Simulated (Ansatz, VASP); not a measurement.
# GaAs in VASP and in Ansatz

Contents of INCAR:

```
SYSTEM = GaAs
PREC = Accurate
ENCUT = 520
EDIFF = 1E-8
ISMEAR = -1
SIGMA = 0.08
LREAL = .FALSE.
LASPH = .TRUE.
NELM = 100
ALGO = Normal
ISIF = 2
LWAVE = .FALSE.
LCHARG = .FALSE.
GGA = PE
LEFG = .TRUE.
NBANDS = 16
```

KPOINTS

```
regular mesh
0
G
  10 10 10
  0 0 0
```

Contents of POSCAR:

```
GaAs
1.0
    0.0000000000      2.8455714065      2.8455714065
    2.8455714065      0.0000000000      2.8455714065
    2.8455714065      2.8455714065      0.0000000000
Ga As
1 1
Direct
    0.0000000000      0.0000000000      0.0000000000
    0.7500000000      0.7500000000      0.7500000000
```

Input for Ansatz:

```yaml
crystal:
  lattice:
    - [0.0, 2.8455714065, 2.8455714065]
    - [2.8455714065, 0.0, 2.8455714065]
    - [2.8455714065, 2.8455714065, 0.0]
  atoms:
    - { symbol: Ga, position: [0.0, 0.0, 0.0] }
    - { symbol: As, position: [0.75, 0.75, 0.75] }
kpoints:
  mp_grid: { grid: [10, 10, 10] }
scf:
  occupations: { method: fermi_dirac, width: 0.08 }
hamiltonian:
  xc: pbe
  pseudopotentials: { kind: paw }
output:
  forces: true
  stress: true
  eigenvalues: true
  efg: { contact_densities: true }
```

Change from the starting cell: volume scaled by 1.02, PAW files.

Alike in both runs: task electric field gradients; functional PBE; k mesh 10 × 10 × 10; occupations fermi-dirac, width 0.08 eV; no spin polarisation.

```csv
,VASP,Ansatz
version,VASP 6.6.1,Ansatz 0.2.0
potentials or method,"VASP PAW PBE potentials, release 64 (Ga_d, As)","PAW with Ansatz's default frozen-core files, scalar-relativistic"
plane-wave cutoff (eV),520,420
valence electrons in the cell,18,28
```

|  | VASP | Ansatz | Ansatz less VASP |
| --- | --- | --- | --- |
| pressure (GPa) | 2.0 | 1.9 | -0.18 |
| Vzz of the field gradient on the site that differs most (V/Å²) | 0.0 | 0.0 | +0.01 |

The two sets of potentials don't hold the same shells in valence.
